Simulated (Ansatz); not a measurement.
# Dielectric response of BeTe (110) films, part 2 of 5

Aim: the electronic and static ε of zincblende BeTe (110) from films of several thicknesses in a field.

Ansatz 0.2.0; plane-wave DFT, PBE, Ansatz PAW (the session's first sound run).

So far. Step 2 (Relaxation, 10 atoms, units 5): The gap is 1.57 eV, with the valence edge 5.25 eV and the conduction edge 3.68 eV under the upper vacuum level.

## Step 3: Single point on the relaxed film, 10 atoms, units 5

The film was relaxed beforehand; a single point on the relaxed positions gives its levels and potential.

Input file input.yaml:

```yaml
crystal:
  lattice:
    - [3.98101118, 0.0, 0.0]
    - [0.0, 5.63, 0.0]
    - [0.0, 0.0, 25.9620223562]
  atoms:
    - { symbol: Be, position: [0.5, 0.5536196101, 0.3639519414] }
    - { symbol: Te, position: [0.0, 0.7525832682, 0.3391452008] }
    - { symbol: Be, position: [0.0, -0.0212935455, 0.4204193609] }
    - { symbol: Te, position: [0.5, 0.2310400118, 0.4228477932] }
    - { symbol: Be, position: [0.5, 0.4822655368, 0.4999999995] }
    - { symbol: Te, position: [0.0, 0.7358357063, 0.500000001] }
    - { symbol: Be, position: [0.0, -0.0212935286, 0.5795806393] }
    - { symbol: Te, position: [0.5, 0.2310400273, 0.577152207] }
    - { symbol: Be, position: [0.5, 0.5536196272, 0.6360480582] }
    - { symbol: Te, position: [0.0, 0.7525832864, 0.6608547987] }
kpoints:
  mp_grid: { grid: [8, 6, 1] }
hamiltonian:
  xc: pbe
scf:
  occupations: { method: fixed }
  convergence: { dr2_threshold: 1.0e-09 }
efield:
  axis: 3
  dipole_correction: true
  ramp_position: 0.97
  ramp_width: 0.06
output:
  eigenvalues: true
  write_potential: true
  write_density: true
  volumetric_format: npy
```

Started as:

```bash
ansatz run input.yaml --threads 4 --pin off --max-ram 8192MiB --backend cpu --events-out ev --progress --plain --runs-dir out
```

Numbers of over 12 decimals in the logs are rounded to 6 here.

What it wrote:

```text
[...]
Crystal: 10 atoms, lattice volume = 581.889 Å³
Basis set: ecut = 420 eV, 11417 PW (Γ)
Bands: 55, of which v1, the nominal top of the filled ones, is band 45 counted from 1 (44 counted from 0)
Symmetry: 2 space group operations
k-points: 20 of 48 (time reversal used)
[...]
SCF iter   1: F=—  HF=-35366.073896 eV  |F-HF|=—  |Δ(HF+E_count)|=         —  Δρ=7.08e-4  dr2=4.91e-3  ethr=1.77e-3  p=0.000 e·Å  D=6.87e-10 V/Å  ΔV_dip=-0.00 eV  dr2_dipole=6.53e-10  V_vac-E_F(+/−)=5.23/5.23 eV  ⟨swp⟩=6.8  Hψ=4534  notcnv=0  defer=152
[...]
SCF iter   9: F=-35366.075132 eV  HF=-35366.075132 eV  |F-HF|=6.18e-10  |Δ(HF+E_count)|=   3.81e-9  Δρ=2.80e-7  dr2=5.67e-10  ethr=1.11e-12  p=0.000 e·Å  D=2.00e-7 V/Å  ΔV_dip=-0.00 eV  dr2_dipole=6.53e-12  V_vac-E_F(+/−)=5.25/5.25 eV  ⟨swp⟩=17.9  Hψ=6184  notcnv=0
SCF 1 converged in 9 iterations: F = -35366.075132 eV  dr2 = 5.67e-10
[...]
SCF converged after 9 iterations
Free energy (F): -35366.075132 eV
[...]
Internal energy: -35366.075132 eV  (E = F + TS)
E sigma→0 (E₀):  -35366.075132 eV
Fermi energy:    -0.436272 eV
Dipole field:    D = -0.000002 V/Å  (p = -0.000006 e·Å, saw-weighted, corrected)
Work function:   Φ+ = 5.2488 eV   Φ− = 5.2488 eV
[...]
--- Band table (eV; the first three rows and the last of 20) ---
  k-point 0: bands = [... 41 lower, -1.0976, -0.8401, -0.8319, -0.4363, 1.8577, 2.5746, 2.5801, 3.1205, ... 6 higher]
  k-point 1: bands = [... 41 lower, -1.0849, -0.9525, -0.9175, -0.6943, 1.9236, 2.6304, 2.7073, 2.9995, ... 6 higher]
  k-point 2: bands = [... 41 lower, -1.2827, -1.2559, -1.2426, -0.9263, 2.0532, 2.5908, 2.8029, 3.1637, ... 6 higher]
  k-point 19: bands = [... 41 lower, -2.1286, -1.9125, -1.2937, -1.2696, 1.9684, 2.5775, 3.3739, 3.4862, ... 6 higher]
```

Wall time 19 s (4 threads of Arm Neoverse V2, shared host); peak memory 1.4 GiB; 74 s of CPU time.

The column dr2 measures how far the density is from self-consistency, as an energy; F and HF (Harris–Foulkes) agree once it is small.

This step gave:

```yaml
dipole_along_the_normal: -5.84e-6 e·Å
```

Running mean over 1.991 Å of the planar mean; the ramp of the sawtooth is left out. Electron's electrostatic potential energy less the highest filled level against z:

z (Å), electron's electrostatic potential energy less the highest filled level (eV) and a bar from the least value:
```
      3.5       5.25 ##############################
      4.0       5.25 ##############################
      4.5       5.25 ##############################
      5.0       5.25 ##############################
      5.5       5.24 ##############################
      6.0       5.21 ##############################
      6.5       5.09 #############################
      7.0       4.60 ###########################
      7.5       3.61 #######################
      8.0       2.67 ###################
      8.5       1.06 ###########
      9.0      -0.14 ######
      9.5      -0.78 ###
     10.0      -1.50 
     10.5      -1.34 #
     11.0      -1.09 ##
     11.5      -0.93 ###
     12.0      -0.84 ###
     12.5      -0.87 ###
     13.0      -0.90 ###
     13.5      -0.87 ###
     14.0      -0.85 ###
     14.5      -0.94 ###
     15.0      -1.10 ##
     15.5      -1.37 #
     16.0      -1.48 
     16.5      -0.72 ###
     17.0      -0.10 ######
     17.5       1.20 ############
     18.0       2.76 ###################
     18.5       3.68 #######################
     19.0       4.67 ###########################
     19.5       5.11 #############################
     20.0       5.21 ##############################
     20.5       5.24 ##############################
     21.0       5.25 ##############################
     21.5       5.25 ##############################
     22.0       5.25 ##############################
     22.5       5.25 ##############################
```

The gap is 1.57 eV, with the valence edge 5.25 eV and the conduction edge 3.68 eV under the upper vacuum level.

## Step 4: Single point, 10 atoms, units 5, field 0.1 V/Å

A sawtooth potential applies the field, turning back in the middle of the vacuum. With the dipole correction the typed value is the field outside the slab. The induced dipole is small, so the SCF threshold is tight.

input.yaml, as its differences from that of step 3:

```diff
@@ -22,3 +22,3 @@
   occupations: { method: fixed }
-  convergence: { dr2_threshold: 1.0e-09 }
+  convergence: { dr2_threshold: 1.0e-10 }
 efield:
@@ -28,4 +28,4 @@
   ramp_width: 0.06
+  amplitude: 0.1
 output:
-  eigenvalues: true
   write_potential: true
```

What it wrote:

```text
[...]
Crystal: 10 atoms, lattice volume = 581.889 Å³
Basis set: ecut = 420 eV, 11417 PW (Γ)
Bands: 55, of which v1, the nominal top of the filled ones, is band 45 counted from 1 (44 counted from 0)
Symmetry: 2 space group operations
k-points: 20 of 48 (time reversal used)
[...]
SCF iter  13: F=-35366.081010 eV  HF=-35366.081010 eV  |F-HF|=4.37e-11  |Δ(HF+E_count)|=  1.60e-10  Δρ=5.00e-8  dr2=1.46e-11  ethr=1.00e-12  p=0.118 e·Å  D=3.66e-2 V/Å  ΔV_dip=-0.95 eV  dr2_dipole=2.05e-13  V_vac-E_F(+/−)=5.93/4.50 eV  ⟨swp⟩=19.1  Hψ=5602  notcnv=0
SCF 1 converged in 13 iterations: F = -35366.081010 eV  dr2 = 1.46e-11
[...]
SCF converged after 13 iterations
[...]
Free energy (F): -35366.081010 eV
[...]
Internal energy: -35366.081010 eV  (E = F + TS)
E sigma→0 (E₀):  -35366.081010 eV
Fermi energy:    -0.434829 eV
Dipole field:    D = 0.036559 V/Å  (p = 0.117564 e·Å, saw-weighted, corrected)
Work function:   not extracted (applied field tilts the vacuum); planar V_es + V_field profile in the machine report
[...]
--- Band table (eV; the first three rows and the last of 20) ---
  k-point 0: bands = [... 41 lower, -1.0992, -0.8411, -0.8296, -0.4348, 1.8556, 2.5616, 2.5888, 3.0956, ... 6 higher]
  k-point 1: bands = [... 41 lower, -1.0870, -0.9541, -0.9142, -0.6919, 1.9214, 2.6292, 2.7024, 2.9972, ... 6 higher]
  k-point 2: bands = [... 41 lower, -1.2832, -1.2728, -1.2214, -0.9240, 2.0499, 2.5914, 2.7993, 3.1362, ... 6 higher]
  k-point 19: bands = [... 41 lower, -2.1323, -1.9124, -1.3082, -1.2521, 1.9638, 2.5807, 3.3726, 3.4832, ... 6 higher]
```

Elapsed: 22 s, on 4 threads; peak memory 1.4 GiB.

Numbers from this step:

```yaml
gap_on_the_k_mesh: 1.568 eV
dipole_along_the_normal: 0.1176 e·Å
```

The dipole is 0.118 e·Å, and the gap on the mesh 1.568 eV.

## Step 5: Single point, 10 atoms, units 5, field -0.1 V/Å

input.yaml, as its differences from that of step 4:

```diff
@@ -28,3 +28,3 @@
   ramp_width: 0.06
-  amplitude: 0.1
+  amplitude: -0.1
 output:
```

What it wrote:

```text
[...]
Crystal: 10 atoms, lattice volume = 581.889 Å³
Basis set: ecut = 420 eV, 11417 PW (Γ)
Bands: 55, of which v1, the nominal top of the filled ones, is band 45 counted from 1 (44 counted from 0)
Symmetry: 2 space group operations
k-points: 20 of 48 (time reversal used)
[...]
k-point 0: bands = [... 41 lower, -1.0992, -0.8411, -0.8296, -0.4348, 1.8556, 2.5616, 2.5888, 3.0956, ... 6 higher]
  k-point 1: bands = [... 41 lower, -1.0870, -0.9541, -0.9142, -0.6919, 1.9214, 2.6292, 2.7024, 2.9972, ... 6 higher]
  k-point 2: bands = [... 41 lower, -1.2832, -1.2728, -1.2214, -0.9240, 2.0499, 2.5914, 2.7993, 3.1362, ... 6 higher]
  k-point 19: bands = [... 41 lower, -2.1323, -1.9124, -1.3082, -1.2521, 1.9638, 2.5807, 3.3726, 3.4832, ... 6 higher]
[key lines of the parts left out:]
SCF converged after 13 iterations
Free energy (F): -35366.081010 eV
Fermi energy:    -0.434829 eV
Dipole field:    D = -0.036559 V/Å  (p = -0.117564 e·Å, saw-weighted, corrected)
```

Run time: 22 s. Hardware: 4 threads; peak memory 1.4 GiB.

The dipole is -0.118 e·Å, and the gap on the mesh 1.568 eV.

## Step 6: Response with the atoms held, 10 atoms, units 5

This step: plane-wave DFT, PBE, Ansatz PAW; response to a field along the normal, atoms held (Ansatz 0.2.0).

The two fields give this film's response with the atoms held: the electronic part.

This step gave:

```
equivalent conductor thickness p/(ε₀AE) : 9.491 Å
distance between the outer atoms        : 8.352 Å
thickness                               : 9.953 Å
inner field over outer field            : 0.1303
local ε in the middle                   : 7.675
```

Local field over the applied field, running mean. From the potentials at -0.1 and 0.1 V/Å; running mean over 1.991 Å, taken twice. Local field over applied field against z:

```csv
z (Å),local field over applied field
4.0,0.999
4.5,0.996
5.0,0.989
5.5,0.970
6.0,0.928
6.5,0.851
7.0,0.735
7.5,0.589
8.0,0.434
8.5,0.297
9.0,0.198
9.5,0.143
10.0,0.125
10.5,0.127
11.0,0.133
11.5,0.136
12.0,0.133
12.5,0.130
13.0,0.129
13.5,0.130
14.0,0.134
14.5,0.136
15.0,0.133
15.5,0.127
16.0,0.126
16.5,0.146
17.0,0.204
17.5,0.306
18.0,0.445
18.5,0.600
19.0,0.745
19.5,0.858
20.0,0.932
20.5,0.972
21.0,0.989
21.5,0.996
```

Electrons, planar mean, per unit field. Table of induced electron density by z:

```csv
z (Å),induced electron density (e/Å³ per V/Å)
4.0,3.9e-6
4.5,1.2e-5
5.0,3.8e-5
5.5,1.1e-4
6.0,3.0e-4
6.5,7.7e-4
7.0,0.00170
7.5,0.00279
8.0,0.00226
8.5,0.00114
9.0,6.6e-4
9.5,7.0e-4
10.0,-5.2e-4
10.5,-9.0e-4
11.0,2.7e-5
11.5,8.6e-4
12.0,7.3e-5
12.5,-6.9e-4
13.0,2.3e-5
13.5,7.2e-4
14.0,-1.9e-4
14.5,-8.2e-4
15.0,3.6e-5
15.5,9.5e-4
16.0,4.2e-4
16.5,-7.2e-4
17.0,-6.7e-4
17.5,-0.00118
18.0,-0.00239
18.5,-0.00272
19.0,-0.00161
19.5,-7.2e-4
20.0,-2.8e-4
20.5,-1.0e-4
21.0,-3.5e-5
21.5,-1.1e-5
```

By hand: between -0.1 and 0.1 V/Å the dipole changes by 0.2351 e·Å, a slope of 1.176 e·Å²/V. A perfect conductor of thickness t has p = ε₀AEt, so t = 180.95 × 1.176 / 22.413 = 9.49 Å (e/ε₀ = 180.95 V·Å, A in Å²).

The induced dipole is that of a conductor 9.49 Å thick.

## Step 7: Field on, atoms free, 10 atoms, field 0.05 V/Å

This step: plane-wave DFT, PBE, Ansatz PAW (Ansatz 0.2.0).

Now the atoms may follow the field. A weak field makes forces of meV/Å to tens of meV/Å, so the force tolerance is set well below the usual one.

input.yaml, as its differences from that of step 5:

```diff
@@ -28,3 +28,6 @@
   ramp_width: 0.06
-  amplitude: -0.1
+  amplitude: 0.05
+relax:
+  f_tol: 0.0006
+  max_steps: 70
 output:
```

What it wrote:

```text
[...]
Crystal: 10 atoms, lattice volume = 581.889 Å³
Basis set: ecut = 420 eV, 11417 PW (Γ), exchange–correlation on 54×80×360 points (8 copies of the dense FFT grid, shifted against one another)
Bands: 55, of which v1, the nominal top of the filled ones, is band 45 counted from 1 (44 counted from 0)
Symmetry: 2 space group operations
k-points: 20 of 48 (time reversal used)
[...]
SCF iter  13: F=-35366.076380 eV  HF=-35366.076380 eV  |F-HF|=5.09e-11  |Δ(HF+E_count)|=  1.38e-10  Δρ=5.12e-8  dr2=1.60e-11  ethr=1.00e-12  p=0.059 e·Å  D=1.83e-2 V/Å  ΔV_dip=-0.47 eV  dr2_dipole=3.29e-13  V_vac-E_F(+/−)=5.59/4.88 eV  ⟨swp⟩=7.1  Hψ=5147  notcnv=0
SCF 1 converged in 13 iterations: F = -35366.076380 eV  dr2 = 1.60e-11
[...]
relax step   1: F+E_penalty+E_count = -35366.07638048 eV  Δ(F+E_penalty+E_count) = +0.000e0 eV  max|allowed force component| = 1.102e-2 eV/Å  Δτ_max = 0.0000 Å  (13 SCF iters, accepted)
[...]
SCF iter   8: F=-35366.076398 eV  HF=-35366.076398 eV  |F-HF|=7.28e-12  |Δ(HF+E_count)|=  3.13e-10  Δρ=5.67e-8  dr2=1.45e-11  ethr=1.00e-12  p=0.061 e·Å  D=1.89e-2 V/Å  ΔV_dip=-0.49 eV  dr2_dipole=3.70e-14  V_vac-E_F(+/−)=5.58/4.88 eV  ⟨swp⟩=7.1  Hψ=4976  notcnv=0
SCF 2 converged in 8 iterations: F = -35366.076398 eV  dr2 = 1.45e-11
relax step   2: F+E_penalty+E_count = -35366.07639817 eV  Δ(F+E_penalty+E_count) = -1.769e-5 eV  max|allowed force component| = 9.342e-3 eV/Å  Δτ_max = 0.0022 Å  (8 SCF iters, accepted)
SCF iter   1: F=—  HF=-35366.076400 eV  |F-HF|=—  |Δ(HF+E_count)|=         —  Δρ=2.87e-5  dr2=8.25e-6  ethr=2.98e-7  p=0.061 e·Å  D=1.89e-2 V/Å  ΔV_dip=-0.49 eV  dr2_dipole=2.57e-6  V_vac-E_F(+/−)=5.58/4.88 eV  ⟨swp⟩=3.5  Hψ=2050  notcnv=0  defer=160
[...]
SCF iter   7: F=-35366.076413 eV  HF=-35366.076413 eV  |F-HF|=5.82e-11  |Δ(HF+E_count)|=  5.68e-10  Δρ=8.37e-8  dr2=4.46e-11  ethr=1.00e-12  p=0.060 e·Å  D=1.87e-2 V/Å  ΔV_dip=-0.48 eV  dr2_dipole=6.82e-13  V_vac-E_F(+/−)=5.58/4.88 eV  ⟨swp⟩=7.3  Hψ=5063  notcnv=0
SCF 3 converged in 7 iterations: F = -35366.076413 eV  dr2 = 4.46e-11
relax step   3: F+E_penalty+E_count = -35366.07641347 eV  Δ(F+E_penalty+E_count) = -1.530e-5 eV  max|allowed force component| = 1.213e-3 eV/Å  Δτ_max = 0.0014 Å  (7 SCF iters, accepted)
SCF iter   1: F=—  HF=-35366.076414 eV  |F-HF|=—  |Δ(HF+E_count)|=         —  Δρ=9.68e-6  dr2=6.07e-7  ethr=8.30e-9  p=0.060 e·Å  D=1.87e-2 V/Å  ΔV_dip=-0.48 eV  dr2_dipole=5.85e-8  V_vac-E_F(+/−)=5.58/4.88 eV  ⟨swp⟩=3.7  Hψ=2038  notcnv=0  defer=160
[...]
SCF iter   6: F=-35366.076414 eV  HF=-35366.076414 eV  |F-HF|=3.64e-11  |Δ(HF+E_count)|=  2.26e-10  Δρ=5.18e-8  dr2=2.00e-11  ethr=1.00e-12  p=0.060 e·Å  D=1.87e-2 V/Å  ΔV_dip=-0.48 eV  dr2_dipole=3.01e-13  V_vac-E_F(+/−)=5.58/4.88 eV  ⟨swp⟩=7.0  Hψ=4942  notcnv=0
SCF 4 converged in 6 iterations: F = -35366.076414 eV  dr2 = 2.00e-11
relax step   4: F+E_penalty+E_count = -35366.07641391 eV  Δ(F+E_penalty+E_count) = -4.371e-7 eV  max|allowed force component| = 3.597e-4 eV/Å  Δτ_max = 0.0004 Å  (6 SCF iters, accepted)
NSCF: frozen V_eff on 20 k-points
[...]
SCF converged after 6 iterations
[...]
Free energy (F): -35366.076414 eV
[...]
Internal energy: -35366.076414 eV  (E = F + TS)
E sigma→0 (E₀):  -35366.076414 eV
Fermi energy:    -0.436629 eV
Dipole field:    D = 0.018662 V/Å  (p = 0.060012 e·Å, saw-weighted, corrected)
Work function:   not extracted (applied field tilts the vacuum); planar V_es + V_field profile in the machine report
[...]
--- Forces (eV/Å), atoms counted from 1 ---
  atom   1  Be     0.00000000    -0.00016941     0.00009456
  atom   2  Te     0.00000000     0.00001919    -0.00023212
  atom   3  Be     0.00000000     0.00015501     0.00011273
  atom   4  Te     0.00000000    -0.00000050    -0.00029401
  atom   5  Be     0.00000000     0.00005854     0.00018063
  atom   6  Te     0.00000000    -0.00035935     0.00011699
  atom   7  Be     0.00000000    -0.00004438     0.00030605
  atom   8  Te     0.00000000     0.00031005    -0.00003583
  atom   9  Be     0.00000000     0.00001643    -0.00003377
  atom  10  Te     0.00000000     0.00001825    -0.00021668
  max |Σ_I F_I| component: 3.84e-6 eV/Å
--- Band table (eV; the first three rows and the last of 20) ---
  k-point 0: bands = [... 41 lower, -1.0981, -0.8402, -0.8319, -0.4366, 1.8569, 2.5705, 2.5831, 3.1136, ... 6 higher]
  k-point 1: bands = [... 41 lower, -1.0858, -0.9527, -0.9170, -0.6944, 1.9229, 2.6303, 2.7060, 2.9986, ... 6 higher]
  k-point 2: bands = [... 41 lower, -1.2829, -1.2619, -1.2365, -0.9261, 2.0524, 2.5909, 2.8021, 3.1556, ... 6 higher]
  k-point 19: bands = [... 41 lower, -2.1291, -1.9128, -1.2987, -1.2643, 1.9676, 2.5785, 3.3733, 3.4858, ... 6 higher]
--- Relaxed structure (4 steps of the walk, 4 accepted, 0 SCFs on fresh bases) ---
  F+E_penalty+E_count = -35366.07641391 eV   max|allowed force component| = 3.597e-4 eV/Å
  atoms:
    - { symbol: Be, position: [0.5, 0.553369, 0.363969] }
    - { symbol: Te, position: [0.0, 0.752337, 0.339113] }
    - { symbol: Be, position: [0.0, -0.021334, 0.420433] }
    - { symbol: Te, position: [0.5, 0.230946, 0.422834] }
    - { symbol: Be, position: [0.5, 0.482371, 0.500023] }
    - { symbol: Te, position: [0.0, 0.735912, 0.499971] }
    - { symbol: Be, position: [0.0, -0.021210, 0.579617] }
    - { symbol: Te, position: [0.5, 0.231129, 0.577142] }
    - { symbol: Be, position: [0.5, 0.553724, 0.636065] }
    - { symbol: Te, position: [0.0, 0.752757, 0.660834] }
```

Wall time 47 s (4 threads); peak memory 1.2 GiB; 3.1 min of CPU time.

No atom moved by 0.005 Å in the relaxation.

Numbers from this step:

```
gap on the k-mesh       : 1.573 eV
dipole along the normal : 0.06001 e·Å
```

The relaxation took 4 steps and lowered the energy by 3.3e-5 eV; the largest force on the free atoms ends at 3.6e-4 eV/Å.

The dipole is 0.0600 e·Å, and the gap on the mesh 1.573 eV.

## Step 8: Relaxing in the field, 10 atoms, field -0.05 V/Å

The opposite sign, again from the field-free geometry; the difference of the two cancels what relaxes without a field.

input.yaml, as its differences from that of step 7:

```diff
@@ -28,3 +28,3 @@
   ramp_width: 0.06
-  amplitude: 0.05
+  amplitude: -0.05
 relax:
```

What it wrote:

```text
[...]
Crystal: 10 atoms, lattice volume = 581.889 Å³
Basis set: ecut = 420 eV, 11417 PW (Γ), exchange–correlation on 54×80×360 points (8 copies of the dense FFT grid, shifted against one another)
Bands: 55, of which v1, the nominal top of the filled ones, is band 45 counted from 1 (44 counted from 0)
Symmetry: 2 space group operations
k-points: 20 of 48 (time reversal used)
[...]
- { symbol: Be, position: [0.0, -0.021210, 0.420383] }
    - { symbol: Te, position: [0.5, 0.231129, 0.422858] }
    - { symbol: Be, position: [0.5, 0.482371, 0.499977] }
    - { symbol: Te, position: [0.0, 0.735912, 0.500029] }
    - { symbol: Be, position: [0.0, -0.021334, 0.579567] }
    - { symbol: Te, position: [0.5, 0.230946, 0.577166] }
    - { symbol: Be, position: [0.5, 0.553369, 0.636031] }
    - { symbol: Te, position: [0.0, 0.752337, 0.660887] }
[key lines of the parts left out:]
SCF converged after 6 iterations
Free energy (F): -35366.076414 eV
Fermi energy:    -0.436629 eV
Dipole field:    D = -0.018662 V/Å  (p = -0.060012 e·Å, saw-weighted, corrected)
```

The job ended after 47 s (4 threads; peak memory 1.2 GiB).

Hardly anything moved in the relaxation; the energy changed by under 0.2 meV an atom.

The relaxation took 4 steps and lowered the energy by 3.3e-5 eV; the largest force on the free atoms ends at 3.6e-4 eV/Å.

The dipole is -0.0600 e·Å, and the gap on the mesh 1.573 eV.

## Step 9: Response with the atoms relaxed, 10 atoms, units 5

This step: plane-wave DFT, PBE, Ansatz PAW; response to a field along the normal, atoms relaxed (Ansatz 0.2.0).

The two relaxed runs give the static response.

This step gave:

```yaml
equivalent_conductor_thickness_p_eps_0ae: 9.690 Å
distance_between_the_outer_atoms: 8.353 Å
inner_field_over_outer_field: 0.1228
local_eps_in_the_middle: 8.141
```

Local field over the applied field, running mean. From the potentials at -0.05 and 0.05 V/Å; running mean over 1.991 Å, taken twice. Local field over applied field against z:

z (Å), local field over applied field and a bar:
```
        4      0.999 ##############################
        5      0.988 ##############################
        6      0.918 ###########################
        7      0.732 #####################
        8      0.448 ############
        9      0.196 ####
       10      0.086 
       11      0.094 
       12      0.119 #
       13      0.118 #
       14      0.118 #
       15      0.093 
       16      0.087 
       17      0.203 ####
       18      0.459 ############
       19      0.742 ######################
       20      0.923 ############################
       21      0.989 ##############################
```

The induced dipole is that of a conductor 9.69 Å thick.

[end of part 2 of 5]

[Logs are printed without paths, hosts, clocks, repeated set-up lines and the standing remarks that a program may print on its own settings, such as how far it seeks lower states.]

[Hosts, paths, dates, database ids (printed as entryN), source tags and the programs' standing remarks are cut or masked in the printed files.]

[Maps of the electrostatic potential energy from Ansatz leave out the sawtooth potential of an applied field or a dipole correction, so their vacuum need not be flat; planar profiles and work functions include it.]
